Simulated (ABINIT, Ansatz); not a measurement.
# PbSe (Clausthalite): G0W0 with ABINIT, start to end

How does a plane-wave GW calculation on PbSe (Clausthalite) run from the first input to the gap?

Program: ABINIT 10.8.3. Level of theory: PBE and many-body steps on it, plane waves. Results are calculated unless marked as measured.

This is a report of a sequence of runs, with most program output left out.

## (1) The structure

It takes space group Fm-3m (No. 225, cubic). The conventional cell has a = 6.121 Å, b = 6.121 Å, c = 6.121 Å, α = 90.00°, β = 90.00°, γ = 90.00°. Nearest to Pb lie 6 Se at 3.06 Å. Nearest to Se lie 6 Pb at 3.06 Å. Farther neighbours and most contacts between anions are not listed.

The cell and positions come from the Crystallography Open Database and are kept as given unless a step says otherwise. Spin-orbit coupling is left out unless a step names it.

## (2) Ground state

This step: ABINIT 10.8.3; DFT, PBE, plane waves, norm-conserving pseudopotentials.

The ground-state density comes first.

run.abi

```
acell 3*1.0 Angstrom
rprim 
  -0.000000000000 3.060650000000 3.060650000000
  3.060650000000 0.000000000000 3.060650000000
  3.060650000000 3.060650000000 -0.000000000000
ntypat 2
znucl 82 34
natom 2
typat 1 2
xred 
  0.000000000000 0.000000000000 0.000000000000
  0.500000000000 0.500000000000 0.500000000000
pp_dirpath "pseudos"
pseudos "Pb.upf, Se.upf"
ecut 48
ngkpt 6 6 6
nshiftk 1
shiftk 0 0 0
kptopt 1
chksymbreak 0
nband 28
occopt 1
tolvrs 1e-10
nstep 60
prtwf 0
optforces 0
optstress 0
indata_prefix "in"
outdata_prefix "out"
tmpdata_prefix "tmp"
```

On the command line:

```
$ OMP_NUM_THREADS=1 mpirun -n 8 abinit run.abi > log
```

Elapsed: 21 s, on 8 MPI ranks of Intel Xeon 6975P-C (Granite Rapids), shared host; peak memory 0.85 GiB.

This step gave:

* total energy: -14914.3087 eV
* gap: 0.2961 eV
* k of the valence top: 0.5, 0, 0
* k of the conduction bottom: 0.5, 0, 0
* least direct gap: 0.2961 eV

The gap is direct, at (0.500, 0.000, 0.000).

## (3) Bands along the symmetry lines

The cheap functional maps the bands first; the places of the edges decide which points the dearer methods must see.

run.abi

```
acell 3*1.0 Angstrom
rprim 
  -0.000000000000 3.060650000000 3.060650000000
  3.060650000000 0.000000000000 3.060650000000
  3.060650000000 3.060650000000 -0.000000000000
ntypat 2
znucl 82 34
natom 2
typat 1 2
xred 
  0.000000000000 0.000000000000 0.000000000000
  0.500000000000 0.500000000000 0.500000000000
pp_dirpath "pseudos"
pseudos "Pb.upf, Se.upf"
ecut 48
iscf -2
irdden 1
kptopt 0
nkpt 50
kpt 
  0.00000000 0.00000000 0.00000000
  0.06250000 0.00000000 0.06250000
  0.12500000 0.00000000 0.12500000
  0.18750000 0.00000000 0.18750000
  0.25000000 0.00000000 0.25000000
  0.31250000 0.00000000 0.31250000
  0.37500000 0.00000000 0.37500000
  0.43750000 0.00000000 0.43750000
  0.50000000 0.00000000 0.50000000
  0.51562500 0.03125000 0.51562500
  0.53125000 0.06250000 0.53125000
  0.54687500 0.09375000 0.54687500
  0.56250000 0.12500000 0.56250000
  0.57812500 0.15625000 0.57812500
  0.59375000 0.18750000 0.59375000
  0.60937500 0.21875000 0.60937500
  0.62500000 0.25000000 0.62500000
  0.37500000 0.37500000 0.75000000
  0.32812500 0.32812500 0.65625000
  0.28125000 0.28125000 0.56250000
  0.23437500 0.23437500 0.46875000
  0.18750000 0.18750000 0.37500000
  0.14062500 0.14062500 0.28125000
  0.09375000 0.09375000 0.18750000
  0.04687500 0.04687500 0.09375000
  0.00000000 0.00000000 0.00000000
  0.06250000 0.06250000 0.06250000
  0.12500000 0.12500000 0.12500000
  0.18750000 0.18750000 0.18750000
  0.25000000 0.25000000 0.25000000
  0.31250000 0.31250000 0.31250000
  0.37500000 0.37500000 0.37500000
  0.43750000 0.43750000 0.43750000
  0.50000000 0.50000000 0.50000000
  0.50000000 0.46875000 0.53125000
  0.50000000 0.43750000 0.56250000
  0.50000000 0.40625000 0.59375000
  0.50000000 0.37500000 0.62500000
  0.50000000 0.34375000 0.65625000
  0.50000000 0.31250000 0.68750000
  0.50000000 0.28125000 0.71875000
  0.50000000 0.25000000 0.75000000
  0.50000000 0.21875000 0.71875000
  0.50000000 0.18750000 0.68750000
  0.50000000 0.15625000 0.65625000
  0.50000000 0.12500000 0.62500000
  0.50000000 0.09375000 0.59375000
  0.50000000 0.06250000 0.56250000
  0.50000000 0.03125000 0.53125000
  0.50000000 0.00000000 0.50000000
istwfk *1
nband 30
nbdbuf 2
tolwfr 1e-08
nstep 40
prtwf 0
prtvol 0
indata_prefix "in"
outdata_prefix "out"
tmpdata_prefix "tmp"
```

Wall time 28 s (8 MPI ranks); peak memory 0.78 GiB; 3.7 min of CPU time.

This step gave:

- gap: 0.2961 eV
- k of the valence top: 0.5, 0.5, 0.5
- k of the conduction bottom: 0.5, 0.5, 0.5
- least direct gap: 0.2961 eV

The gap is 0.296 eV, as in the run before at this level.

The electronic bands at the labelled points (eV, zero at the top of the highest filled band):

| point | band 20 | band 21 | band 22 | band 23 | band 24 | band 25 | band 26 | band 27 |
| --- | --- | --- | --- | --- | --- | --- | --- | --- |
| Γ | -6.31 | -1.88 | -1.88 | -1.88 | 4.71 | 4.71 | 4.71 | 6.53 |
| halfway | -7.38 | -2.60 | -2.60 | -1.63 | 2.40 | 4.56 | 4.76 | 4.76 |
| X | -7.38 | -4.98 | -3.23 | -3.23 | 3.70 | 5.61 | 5.61 | 6.05 |
| halfway | -7.60 | -4.87 | -3.10 | -2.99 | 3.86 | 5.10 | 5.33 | 5.88 |
| U | -8.04 | -4.57 | -2.72 | -2.39 | 3.40 | 4.02 | 5.44 | 5.84 |
| jump to K | -8.04 | -4.57 | -2.72 | -2.39 | 3.40 | 4.02 | 5.44 | 5.84 |
| halfway | -7.80 | -2.89 | -1.38 | -0.43 | 1.26 | 2.18 | 4.21 | 7.16 |
| Γ | -6.31 | -1.88 | -1.88 | -1.88 | 4.71 | 4.71 | 4.71 | 6.53 |
| halfway | -7.57 | -1.72 | -1.72 | -1.05 | 2.17 | 2.92 | 2.92 | 6.54 |
| L | -8.80 | -1.47 | -1.47 | 0.00 | 0.30 | 1.70 | 1.70 | 8.55 |
| halfway | -8.47 | -3.25 | -2.87 | -0.82 | 1.40 | 3.43 | 4.11 | 7.63 |
| W | -8.02 | -4.23 | -4.23 | -0.79 | 1.89 | 4.95 | 4.95 | 7.74 |
| halfway | -7.73 | -4.77 | -3.56 | -2.24 | 3.83 | 4.12 | 5.72 | 6.14 |
| X | -7.38 | -4.98 | -3.23 | -3.23 | 3.70 | 5.61 | 5.61 | 6.05 |

## (4) Empty states on the mesh, 4×4×4 mesh, 271 bands

The sums over transitions need many empty states on a uniform mesh; this step solves for them.

run.abi

```
acell 3*1.0 Angstrom
rprim 
  -0.000000000000 3.060650000000 3.060650000000
  3.060650000000 0.000000000000 3.060650000000
  3.060650000000 3.060650000000 -0.000000000000
ntypat 2
znucl 82 34
natom 2
typat 1 2
xred 
  0.000000000000 0.000000000000 0.000000000000
  0.500000000000 0.500000000000 0.500000000000
pp_dirpath "pseudos"
pseudos "Pb.upf, Se.upf"
ecut 48
ngkpt 4 4 4
nshiftk 1
shiftk 0 0 0
kptopt 1
chksymbreak 0
iscf -2
irdden 1
istwfk *1
nband 271
nbdbuf 24
tolwfr 1e-09
nstep 60
prtvol 0
indata_prefix "in"
outdata_prefix "out"
tmpdata_prefix "tmp"
```

Run time: 99 s. Hardware: 8 MPI ranks; peak memory 1.1 GiB.

This step gave:

```yaml
gap: 0.2961 eV
k_of_the_valence_top: 0.5, 0, 0
k_of_the_conduction_bottom: 0.5, 0, 0
least_direct_gap: 0.2961 eV
k_points_computed: 8
lowest_point_of_the_top_converged_band_above_the_valence_top: 131.4805 eV
```

On this mesh the gap is 0.296 eV.

## (5) Screening, 4×4×4 mesh, 247 bands, screening to 209.5 eV

The RPA dielectric matrix is built and inverted for each q.

This step: RPA screening on PBE, plane waves, norm-conserving pseudopotentials.

Edit run.abi of step 4 so:

```diff
@@ -20,10 +20,11 @@
 chksymbreak 0
-iscf -2
-irdden 1
 istwfk *1
-nband 271
-nbdbuf 24
-tolwfr 1e-09
-nstep 60
-prtvol 0
+occopt 1
+irdwfk 1
+optdriver 3
+nband 247
+ecuteps 7.7
+inclvkb 2
+awtr 1
+symchi 1
 indata_prefix "in"
```

It took 2.4 min on 8 MPI ranks; peak memory 3.8 GiB.

This step gave:

```
ε∞ with local fields, on this mesh, along the program's q direction : 107.2
the same without local fields                                       : 117.0
plasma frequency                                                    : 33.26 eV
plane waves in the screening matrix                                 : 411
```

Local fields lower ε∞ by 8 %. The value itself is an artefact of the mesh, where one narrow direct gap carries too much weight.

## (6) Self-energy, 4×4×4 mesh, 247 bands, screening to 209.5 eV

The self-energy is evaluated for the states that the input lists, and the levels follow from it, in one-shot runs by the linearised quasiparticle equation.

This step: G0W0 on PBE, plane waves, norm-conserving pseudopotentials.

Edit run.abi of step 5 so:

```diff
@@ -23,8 +23,17 @@
 irdwfk 1
-optdriver 3
+optdriver 4
 nband 247
+gwcalctyp 0
+ecutsigx 48
+symsigma 1
+nkptgw 2
+kptgw 
+  0.5000000000 0.0000000000 0.0000000000
+  0.0000000000 0.0000000000 0.0000000000
+bdgw 
+  21 26
+  21 26
 ecuteps 7.7
-inclvkb 2
-awtr 1
-symchi 1
+irdscr 1
+ppmodel 1
 indata_prefix "in"
```

It took 40 s on 8 MPI ranks; peak memory 3.4 GiB; 5.2 min of CPU time.

This step gave:

| Property | Result |
| --- | --- |
| G0W0 gap on the points computed | 0.4030 eV |
| starting gap on the mesh | 0.2961 eV |
| k of the valence top | 0.5, 0, 0 |
| k of the conduction bottom | 0.5, 0, 0 |
| Z at the valence top | 0.798 |
| Z at the conduction bottom | 0.812 |
| least direct G0W0 gap on the computed points | 0.4030 eV |

The gap on the mesh goes from 0.30 eV to 0.40 eV, a correction of +0.11 eV.

Limits: finite bands, cutoff and mesh; model gap, bands may invert with spin-orbit coupling; no spin-orbit coupling; coarse k mesh. v1 is the top filled band, c1 the lowest empty one. The levels before and after the correction (eV, zero at the valence-band top of each column):

|  | conduction bottom | valence top |
| --- | --- | --- |
| Kohn-Sham | 0.30 | 0.00 |
| G0W0 | 0.40 | 0.00 |

|  | level | energy (eV) |
| --- | --- | --- |
| Kohn-Sham | (0.5 0 0) v3-v2 | -1.469 |
| Kohn-Sham | (0.5 0 0) v1 | 0.000 |
| Kohn-Sham | (0.5 0 0) c1 | 0.296 |
| Kohn-Sham | (0.5 0 0) c2-c3 | 1.703 |
| G0W0 | (0.5 0 0) v3-v2 | -1.668 |
| G0W0 | (0.5 0 0) v1 | 0.000 |
| G0W0 | (0.5 0 0) c1 | 0.403 |
| G0W0 | (0.5 0 0) c2-c3 | 1.929 |

## (7) Where the time went

Times are wall times on 8 MPI ranks of Intel Xeon 6975P-C (Granite Rapids), shared host, good to a factor of about two.

| step | time | share | memory (GiB) |
| --- | --- | --- | --- |
| ground state | 21 s | 6 % | 0.85 |
| bands along the symmetry lines | 28 s | 8 % | 0.78 |
| empty states on the mesh | 99 s | 30 % | 1.1 |
| screening | 2.4 min | 43 % | 3.8 |
| self-energy | 40 s | 12 % | 3.4 |

## (8) Results

```json
{
  "PBE gap": "0.30 eV, direct",
  "G0W0 gap on the mesh": "0.40 eV",
  "GW settings": "4×4×4 mesh, 247 bands, screening to 209.5 eV, Godby-Needs plasmon pole",
  "known limits": "not at the basis limit; model gap, bands may invert with spin-orbit coupling; screening runs away on this mesh; no spin-orbit coupling; coarse k mesh"
}
```

**Reading.** G0W0 moves the gap on the mesh from 0.30 eV to 0.40 eV (+0.11 eV), with Z of 0.80 and 0.81 at the edges. Local fields lower the RPA ε∞ on this mesh from 117.04 to 107.25. Only 2 of the mesh's irreducible points were corrected, so a valley elsewhere could overtake. Bands and cutoff are finite, so the gap is not at the basis limit. The miss can reach some tenths of an eV and take either sign; the mesh is an error of its own. In the G0W0 run levels were corrected at 2 k points alone, so a gap called «on the mesh» is the least over those, and an edge elsewhere would be missed. The 4×4×4 mesh is coarse for this cell, which bears on the long-range parts of exchange and screening. Where an edge is built on 6p states of lead, bismuth or thallium, scalar-relativistic gaps usually stand too wide, by a few tenths to over one eV. With atoms this heavy and so narrow a gap, spin-orbit coupling can invert the bands. These scalar-relativistic gaps are then model values, not to be set against experiment, and a spin-orbit change taken from DFT can't simply be added. On this mesh the RPA ε∞ passes 90, more than nearly any semiconductor shows; a coarse mesh does this where one point with a narrow direct gap carries much weight. The screening is then too strong, and the G0W0 gap should not be taken as the material's.

[Paths, hosts, dates, memory and timing lines, banners, echoed tables and standing remarks are left out of the program output.]

[Logs are printed without paths, hosts, clocks, repeated set-up lines and the standing remarks that a program may print on its own settings, such as how far it seeks lower states.]

[Runs of the session that timed out or met a known fault of the program may be left out.]

[Hosts, paths, dates, database ids (printed as entryN), source tags and the programs' standing remarks are cut or masked in the printed files.]

[G0W0 gaps are taken among the corrected bands and points alone; a level outside them can change the order at an edge.]

[Where Ansatz stands beside ABINIT at settings called matched, ABINIT's density can come from a denser mesh and the files from another edition; pairs whose starting gaps differed by over 0.03 eV were left out, so agreement reads better than it is.]
